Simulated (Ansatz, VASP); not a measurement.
Be in VASP and in Ansatz

File INCAR:

```
  PREC = Accurate
  ENCUT = 520
  EDIFF = 1E-6
  ISMEAR = -1
  SIGMA = 0.08
  LREAL = F
  LASPH = T
  NELM = 60
  ALGO = Normal
  ISIF = 2
  LWAVE = F
  LCHARG = F
  NBANDS = 9
```

Contents of KPOINTS:

```
Automatic mesh
0
Gamma
  15 15 15
```

Contents of POSCAR:

```
Be
1.0
    0.0000000000      2.3713265608      2.3713265608
    2.3713265608      0.0000000000      2.3713265608
    2.3713265608      2.3713265608      0.0000000000
Be
2
Direct
   -0.1250000000     -0.1250000000     -0.1250000000
    0.1250000000      0.1250000000      0.1250000000
```

Input for Ansatz:

```yaml
crystal:
  lattice:
    - [0.0, 2.3713265608, 2.3713265608]
    - [2.3713265608, 0.0, 2.3713265608]
    - [2.3713265608, 2.3713265608, 0.0]
  atoms:
    - { symbol: Be, position: [-0.125, -0.125, -0.125] }
    - { symbol: Be, position: [0.125, 0.125, 0.125] }
kpoints:
  mp_grid: { grid: [15, 15, 15] }
scf:
  occupations: { method: fermi_dirac, width: 0.08 }
hamiltonian:
  xc: lda
  pseudopotentials: { kind: all_electron, lapw: { basis_error: 0.001 } }
output:
  forces: true
  stress: true
  eigenvalues: true
  populations: true
```

Change from the starting cell: volume scaled by 0.95, LAPW.

Alike in both runs: task single point; functional LDA; k mesh 15 × 15 × 15; occupations fermi-dirac, width 0.08 eV; no spin polarisation.

|  | VASP | Ansatz |
| --- | --- | --- |
| version | VASP 6.6.1 | Ansatz 0.2.0 |
| potentials or method | VASP PAW LDA potentials, release 64 (Be) | all-electron LAPW, scalar-relativistic |
| plane-wave cutoff (eV) | 520 | see its input |

|  | VASP | Ansatz | Ansatz less VASP |
| --- | --- | --- | --- |
| pressure (GPa) | 2.8 | 2.7 | -0.13 |

Ansatz ran all-electron here, so the differences hold the error of VASP's frozen core and of both bases.
